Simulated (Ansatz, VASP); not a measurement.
## Zn8HS8Br in two plane-wave programs

One calculation is typed for both programs; each brings its own data sets and cutoff. How far apart do they land?

Main program and level: Ansatz 0.2.0; plane waves, with VASP 6.6.1 beside it; single point at RPBE.

The database entry behind the starting cell differs from later determinations by our own check (about 0.4 % short), so it need not match the best structure at ambient conditions.

## Step 1: Starting point

The cell holds 18 atoms: 8 Zn, 8 S, 1 Br and 1 H. Cell: a = 7.622 Å, b = 6.234 Å, c = 23.930 Å, α = 90.0°, β = 90.0°, γ = 90.0°. It derives from ZnS. HBr (inverted) over a hollow site of the (1 0 0) slab of ZnS, cut from the database cell (so at first; earlier steps may have moved the atoms). Vacuum lies along c.

## Step 2: Ansatz: single point, RPBE

Ansatz runs on its default PAW (the set named soft_2) files.

A single point gives forces, pressure and levels at one fixed geometry, so differences don't come from the geometry; what else differs is listed under the comparison.

Input file input.yaml:

```yaml
crystal:
  lattice:
    - [7.6219975631, 0.0, 0.0]
    - [0.0, 6.234, 0.0]
    - [0.0, 0.0, 23.9295623451]
  atoms:
    - { symbol: Zn, position: [0.5, 0.0, 0.37401436] }
    - { symbol: Zn, position: [0.0, 0.0, 0.37401436] }
    - { symbol: Zn, position: [0.75, 0.5, 0.41998848] }
    - { symbol: Zn, position: [0.25, 0.5, 0.41998848] }
    - { symbol: Zn, position: [0.7500064298, 0.9945714412, 0.5211725786] }
    - { symbol: Zn, position: [0.2500084385, 0.9942472721, 0.5206118689] }
    - { symbol: Zn, position: [7.90931e-05, 0.4414057131, 0.5448786019] }
    - { symbol: Zn, position: [0.4999175919, 0.4414162656, 0.5448812361] }
    - { symbol: S, position: [0.5, 0.615, 0.37401436] }
    - { symbol: S, position: [0.0, 0.615, 0.37401436] }
    - { symbol: S, position: [0.75, 0.115, 0.41998848] }
    - { symbol: S, position: [0.25, 0.115, 0.41998848] }
    - { symbol: S, position: [0.7500003999, 0.6140389743, 0.5172962386] }
    - { symbol: S, position: [0.2500010419, 0.6139921799, 0.5170806544] }
    - { symbol: S, position: [0.0004955294, 0.0970906512, 0.5700906643] }
    - { symbol: S, position: [0.4995197512, 0.0971025902, 0.5700902461] }
    - { symbol: Br, position: [0.7500123539, 0.4818880217, 0.7067563419] }
    - { symbol: H, position: [0.7499892504, 0.2743566975, 0.6804979456] }
hamiltonian:
  xc: rpbe
  pseudopotentials: { kind: paw }
kpoints:
  mp_grid: { grid: [2, 3, 1] }
scf:
  occupations: { method: gaussian, width: 0.05 }
  n_extra_bands: 8
efield:
  axis: 3
  dipole_correction: true
  ramp_width: 0.04
output:
  forces: true
  eigenvalues: true
```

Command:

```sh
> ansatz run input.yaml --threads 8 --pin off --max-ram 18432MiB --backend cpu --events-out ev --progress --plain --runs-dir out
```

Numbers of over 12 decimals in the logs are rounded to 6 here.

The program printed:

```text
scf.n_extra_bands = 8 over 76 filled bands (N_el = 152.0): the run solves 84 bands
Engine: ansatz 0.2.0, aarch64-unknown-linux-gnu
Pseudopotentials: kind: paw
Pseudopotential: Zn, paw, valence charge 12, recommended cutoff 420 eV (normal), Zn.paw.azcp
Pseudopotential: S, paw, valence charge 6, recommended cutoff 420 eV (normal), S.paw.azcp
Pseudopotential: Br, paw, valence charge 7, recommended cutoff 420 eV (normal), Br.paw.azcp
Pseudopotential: H, paw, valence charge 1, recommended cutoff 420 eV (normal), H.paw.azcp
Functional definition: RPBE
  parameter kappa = 0.804
  parameter beta = 0.066725
  exchange = rpbe_x(kappa = kappa, mu = beta*pi^2/3)
  correlation = pbe_c(beta = beta)
Crystal: 18 atoms, lattice volume = 1137.026 Å³
Basis set: ecut = 420 eV, 22287 PW (Γ), exchange–correlation on 108×90×320 points (8 copies of the dense FFT grid, shifted against one another)
Bands: 84, of which v1, the nominal top of the filled ones, is band 76 counted from 1 (75 counted from 0)
Symmetry: 1 space group operations
Space group: P1 (ITA 1), of the structure as read, at distance tolerance 1.0e-4 Å
k-points: 4 of 6 (time reversal used)
Non-local potential: Zn, projectors of the file, l = 0: 2, l = 1: 2, l = 2: 3, l = 3: 1
Non-local potential: S, projectors of the file, l = 0: 2, l = 1: 2, l = 2: 2
Non-local potential: Br, projectors of the file, l = 0: 2, l = 1: 2, l = 2: 2
Non-local potential: H, projectors of the file, l = 0: 2, l = 1: 1
PAW form: soft (Blöchl's): semilocal exchange-correlation on the pseudo side does not see the compensation charge
PAW frozen core: Zn, regenerated for the run's functional, and the local potential with it (the file was generated under x = pbe(κ = 0.804, μ = 0.219515), c = pbe(β = 0.066725))
PAW frozen core: S, regenerated for the run's functional, and the local potential with it (the file was generated under x = pbe(κ = 0.804, μ = 0.219515), c = pbe(β = 0.066725))
PAW frozen core: Br, regenerated for the run's functional, and the local potential with it (the file was generated under x = pbe(κ = 0.804, μ = 0.219515), c = pbe(β = 0.066725))
PAW one-centre angular grid: Zn, 590 points (default); XC on 64 Gauss nodes
PAW one-centre angular grid: S, 110 points (default); XC on 64 Gauss nodes
PAW one-centre angular grid: Br, 110 points (default); XC on 64 Gauss nodes
PAW one-centre angular grid: H, 110 points (default); XC on 64 Gauss nodes
Initial density: superposition of atomic densities (neutral atoms: chi_scale 0, normalization atom), corrected by the library's trained network
Initial wavefunctions: pseudopotential atomic-orbital guess
Functional: x = rpbe, c = pbe(β = 0.066725)
SCF iter   1: F=—  HF=-36656.233695 eV  |F-HF|=—  |Δ(HF+E_count)|=         —  Δρ=2.33e-3  dr2=4.62e-2  ethr=1.77e-3  p=-0.157 e·Å  D=-2.49e-2 V/Å  ΔV_dip=0.60 eV  dr2_dipole=1.74e-3  V_vac-E_F(+/−)=4.95/4.36 eV  ⟨swp⟩=9.5  Hψ=1752  notcnv=0  defer=1
efield: sawtooth ramp at fractional position 0.0204 (placed from the atoms, in the widest stretch of the axis that holds none; the zero of the levels goes with the place), width 0.0400; the density the first Hamiltonian is built on has a dipole p = -0.157 e·Å; the dipole correction subtracts the counter field D = -2.49e-2 V/Å, which shifts the + side's vacuum level by +0.60 eV against the − side's; the planar-averaged density in the ramp window peaks in size at 8.2e-6 e/Å³
preconditioner: auto → Resta (q_TF=auto, 1.951 Å⁻¹)  ε∞=3.2  [insulator: Δε(μ)=1.722 eV  Ē_g=9.096 eV  σ=0.050 eV  W_gap=1.00  n_scr=136 (ndim 8)  ℏωp=13.6 eV  f_vac=0.632  D(μ)=0.00/eV (n_scr^D=0)  ε∞_Penn≈3.2  vacuum switching on, ρ_ref=6.0e-3 e/Å³]
SCF iter   2: F=—  HF=-36656.228468 eV  |F-HF|=—  |Δ(HF+E_count)|=   5.23e-3  Δρ=7.47e-4  dr2=5.43e-3  ethr=3.04e-5  p=-0.182 e·Å  D=-2.90e-2 V/Å  ΔV_dip=0.69 eV  dr2_dipole=2.42e-7  V_vac-E_F(+/−)=5.00/4.30 eV  ⟨swp⟩=2.0  Hψ=700  notcnv=0  defer=8
SCF iter   3: F=—  HF=-36656.228280 eV  |F-HF|=—  |Δ(HF+E_count)|=   1.87e-4  Δρ=5.61e-4  dr2=2.42e-3  ethr=3.57e-6  p=-0.182 e·Å  D=-2.89e-2 V/Å  ΔV_dip=0.69 eV  dr2_dipole=7.15e-7  V_vac-E_F(+/−)=5.00/4.30 eV  ⟨swp⟩=3.5  Hψ=725  notcnv=0  defer=8
SCF iter   4: F=—  HF=-36656.228879 eV  |F-HF|=—  |Δ(HF+E_count)|=   5.99e-4  Δρ=1.53e-4  dr2=3.84e-4  ethr=1.59e-6  p=-0.181 e·Å  D=-2.88e-2 V/Å  ΔV_dip=0.69 eV  dr2_dipole=1.03e-5  V_vac-E_F(+/−)=4.99/4.30 eV  ⟨swp⟩=2.0  Hψ=591  notcnv=0  defer=8
SCF iter   5: F=—  HF=-36656.229058 eV  |F-HF|=—  |Δ(HF+E_count)|=   1.79e-4  Δρ=4.93e-5  dr2=3.95e-5  ethr=2.53e-7  p=-0.183 e·Å  D=-2.92e-2 V/Å  ΔV_dip=0.70 eV  dr2_dipole=3.41e-7  V_vac-E_F(+/−)=4.99/4.29 eV  ⟨swp⟩=2.2  Hψ=575  notcnv=0  defer=8
SCF iter   6: F=—  HF=-36656.229101 eV  |F-HF|=—  |Δ(HF+E_count)|=   4.25e-5  Δρ=3.42e-5  dr2=1.03e-5  ethr=2.60e-8  p=-0.183 e·Å  D=-2.91e-2 V/Å  ΔV_dip=0.70 eV  dr2_dipole=7.53e-8  V_vac-E_F(+/−)=4.98/4.29 eV  ⟨swp⟩=2.0  Hψ=632  notcnv=0  defer=8
SCF iter   7: F=—  HF=-36656.229104 eV  |F-HF|=—  |Δ(HF+E_count)|=   3.44e-6  Δρ=1.25e-5  dr2=1.72e-6  ethr=6.77e-9  p=-0.183 e·Å  D=-2.91e-2 V/Å  ΔV_dip=0.70 eV  dr2_dipole=1.94e-8  V_vac-E_F(+/−)=4.98/4.29 eV  ⟨swp⟩=2.0  Hψ=599  notcnv=0  defer=8
SCF iter   8: F=—  HF=-36656.229106 eV  |F-HF|=—  |Δ(HF+E_count)|=   2.09e-6  Δρ=4.90e-6  dr2=3.32e-7  ethr=1.13e-9  p=-0.183 e·Å  D=-2.91e-2 V/Å  ΔV_dip=0.70 eV  dr2_dipole=1.36e-8  V_vac-E_F(+/−)=4.98/4.29 eV  ⟨swp⟩=2.2  Hψ=667  notcnv=0  defer=8
SCF iter   9: F=-36656.229107 eV  HF=-36656.229107 eV  |F-HF|=1.06e-7  |Δ(HF+E_count)|=   7.06e-7  Δρ=1.45e-6  dr2=3.46e-8  ethr=6.58e-11  p=-0.183 e·Å  D=-2.91e-2 V/Å  ΔV_dip=0.70 eV  dr2_dipole=1.89e-11  V_vac-E_F(+/−)=4.98/4.29 eV  ⟨swp⟩=13.0  Hψ=1696  notcnv=0
SCF 1 converged in 9 iterations: F = -36656.229107 eV  dr2 = 3.46e-8
  greatest PAW one-centre occupation: 0.986 electrons in one spin orbital (limit 2), on the Zn atom at site 0 (counted from 0), in its partial waves of l = 2
SCF converged after 9 iterations
Free energy (F): -36656.229107 eV
Harris-Foulkes:  -36656.229107 eV  (|F-HF|=1.06e-7)
Internal energy: -36656.229107 eV  (E = F + TS)
E sigma→0 (E₀):  -36656.229107 eV
Fermi energy:    -1.219089 eV
Dipole field:    D = -0.029059 V/Å  (p = -0.182596 e·Å, saw-weighted, corrected)
Work function:   Φ+ = 4.9832 eV   Φ− = 4.2878 eV
Levels:          The Fermi level and band energies are counted from a zero that moves with the ramp; work functions are not
--- Per-component energies (eV) ---
  E_band       = -1150.621204
  E_kinetic    = 2038.745700
  E_local      = -102942.808008  (includes V_loc(G=0)·N_el)
  E_nonlocal   = 5212.469415
  E_hartree    = 49496.496574
  E_xc         = -2146.231571
  E_vxc        = -1215.108568  (∫ρ·V_xc dr)
  E_paw        = -21751.603516  (= ΣΔE_a)
  E_vpaw       = -3230.454382  (= ΣTr[D̂ρ^β])
  E_aug_tail   = -0.004021  (compensation charges beyond the density's cutoff)
  E_efield     = 0.002653  (sawtooth field / dipole correction)
  E_vefield    = -6.462201  (∫n·V_field dr)
  E_ewald      = 33437.647665
  E_core_change = -0.943998  (= ΣΔE_core)
  E_smearing   = -0.000000  (= −TS)
  E_closure    = -0.000000  (closes the sum)
  Σ components = -36656.229107   (vs F -36656.229107, Δ=0.00e0)
--- Forces (eV/Å), atoms counted from 1 ---
  atom   1  Zn     0.00928374    -1.18090933     0.95517248
  atom   2  Zn    -0.00930499    -1.18090679     0.95518081
  atom   3  Zn    -0.00002030     0.28146836    -0.18075148
  atom   4  Zn     0.00002453     0.27863679    -0.20516903
  atom   5  Zn     0.00001324    -0.01254063    -0.00081860
  atom   6  Zn    -0.00003189    -0.00459411     0.02978402
  atom   7  Zn    -0.00734433    -0.00044825     0.01338196
  atom   8  Zn     0.00757878    -0.00038460     0.01317761
  atom   9  S     -0.00259585     0.51740734    -0.57850820
  atom  10  S      0.00260975     0.51739672    -0.57849024
  atom  11  S      0.00004201     0.42388422    -0.20697100
  atom  12  S      0.00004027     0.42735504    -0.20951603
  atom  13  S     -0.00000291    -0.01956125    -0.02396398
  atom  14  S     -0.00014621    -0.02201172     0.02957737
  atom  15  S     -0.01478347    -0.01186431    -0.02254565
  atom  16  S      0.01464312    -0.01231913    -0.02242928
  atom  17  Br    -0.00001445    -0.08120053    -0.02050161
  atom  18  H      0.00000896     0.08059444     0.05339100
  max |Σ_I F_I| component: 2.25e-6 eV/Å
--- Band table (eV) ---
  k-point 0: bands = [... 72 lower, -2.6856, -2.4853, -2.3478, -2.0743, -0.3639, 0.3577, 0.9246, 1.5462, ... 4 higher]
  k-point 1: bands = [... 72 lower, -2.7232, -2.6266, -2.5187, -2.3144, 0.1278, 0.3252, 1.2987, 1.6488, ... 4 higher]
  k-point 2: bands = [... 72 lower, -2.9979, -2.9920, -2.4647, -2.4632, 0.1934, 0.1960, 1.6554, 1.6635, ... 4 higher]
  k-point 3: bands = [... 72 lower, -3.0413, -3.0297, -2.5239, -2.5205, 0.3433, 0.3453, 1.8580, 1.8924, ... 4 higher]
```

Run time: 6.7 s. Hardware: 8 threads of Arm Neoverse V2, shared host; peak memory 1.9 GiB; 50 s of CPU time.

[end of part 1 of 2]

[Lines on the potential files, build, host, timing and source positions are cut from VASP's logs without a mark.]

[Logs are printed without paths, hosts, clocks, repeated set-up lines and the standing remarks that a program may print on its own settings, such as how far it seeks lower states.]

[Hosts, paths, dates, database ids (printed as entryN), source tags and the programs' standing remarks are cut or masked in the printed files.]
